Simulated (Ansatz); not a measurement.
**PtS2: projected density of states with PBEsol+U**

PtS2:

```xyz
3
Lattice="3.5432 0.0000 0.0000 -1.7716 3.0685 0.0000 0.0000 0.0000 5.0388" Properties=species:S:1:pos:R:3 pbc="T T T"
Pt    0.0000    0.0000    0.0000
S     1.7716    1.0228    3.8950
S     0.0000    2.0457    1.1438
```

| Item | Value |
| --- | --- |
| Program | Ansatz 0.2.0 |
| Task | projected density of states |
| Functional | PBEsol |
| Potentials or basis | Ansatz PAW |
| Cutoff | 420 eV (not typed: the program's choice for these potentials) |
| k mesh | 9 × 9 × 5 |
| Occupations | fermi-dirac, width 0.05 eV |
| Spin | no spin polarisation |
| Hubbard terms | Pt d U = 1 eV |
| Hubbard projectors | ortho-atomic (the default) |
| Double counting | fll (the default) |

```yaml
Pressure: 6.5 GPa
Largest_force: 0.978 eV/Å
Band_gap_on_the_k_mesh: 0.95 eV, indirect (least direct gap 1.00 eV)
```

Forces on the atoms (eV/Å):
```
Pt   0.000  0.000  0.000
S    0.000  0.000 -0.978
S    0.000  0.000  0.978
```

Stress tensor (GPa, compression positive):
```
6.76 0.00 0.00
0.00 6.76 0.00
0.00 0.00 6.01
```

Levels at points of the mesh, in eV from the valence-band top:
```csv
k point,band 11,band 12,band 13,band 14,band 15,band 16,band 17,band 18,band 19,band 20
"(0.00, 0.00, 0.00)",-4.34,-1.98,-1.12,-1.12,-0.11,2.43,2.43,4.66,5.62,7.79
```

States per cell in windows of 1 eV (zero at the valence-band top; states under -8 eV left out):
| from (eV) | total | S 3p | Pt 5d | Pt 6s | S 3s |
| --- | --- | --- | --- | --- | --- |
| -8.0 | 1.88 | 0.87 | 0.82 | 0.12 | 0.05 |
| -7.0 | 2.75 | 1.12 | 1.50 | 0.04 | 0.06 |
| -6.0 | 2.43 | 1.04 | 1.12 | 0.11 | 0.13 |
| -5.0 | 2.88 | 0.91 | 1.79 | 0.03 | 0.12 |
| -4.0 | 2.38 | 0.66 | 1.53 | 0.09 | 0.07 |
| -3.0 | 2.27 | 1.38 | 0.75 | 0.03 | 0.07 |
| -2.0 | 2.60 | 1.90 | 0.58 | 0.01 | 0.04 |
| -1.0 | 0.81 | 0.64 | 0.12 | 0.00 | 0.02 |
| 0.0 | 0.16 | 0.08 | 0.06 | 0.00 | 0.01 |
| 1.0 | 2.53 | 1.52 | 0.76 | 0.01 | 0.11 |
| 2.0 | 1.31 | 0.86 | 0.37 | 0.00 | 0.03 |
| 3.0 | 0.00 | 0.00 | 0.00 | 0.00 | 0.00 |
| 4.0 | 0.05 | 0.01 | 0.00 | 0.01 | 0.00 |
| 5.0 | 1.59 | 0.26 | 0.02 | 0.33 | 0.03 |
| 6.0 | 1.47 | 0.17 | 0.02 | 0.29 | 0.06 |
| 7.0 | 1.57 | 0.07 | 0.01 | 0.15 | 0.03 |

Eigenvalues of the final occupation matrices:
```csv
site,spin,trace,eigenvalues
site 1,1,4.30,0.69 0.69 0.97 0.98 0.98
```

Run time: 5.7 s on 2 threads of Arm Neoverse V2 (shared host), peak memory 0.41 GiB.

Caveat: odd divisions of the mesh miss points on the zone boundary, where band edges often lie, so the gap on the mesh can be too wide; spin-orbit coupling is left out, which moves the levels of the heavy elements; the PAW data sets come from PBE, with cores solved anew for the run's functional, which leaves a small shift of forces and pressure. A k mesh can miss the band edges.
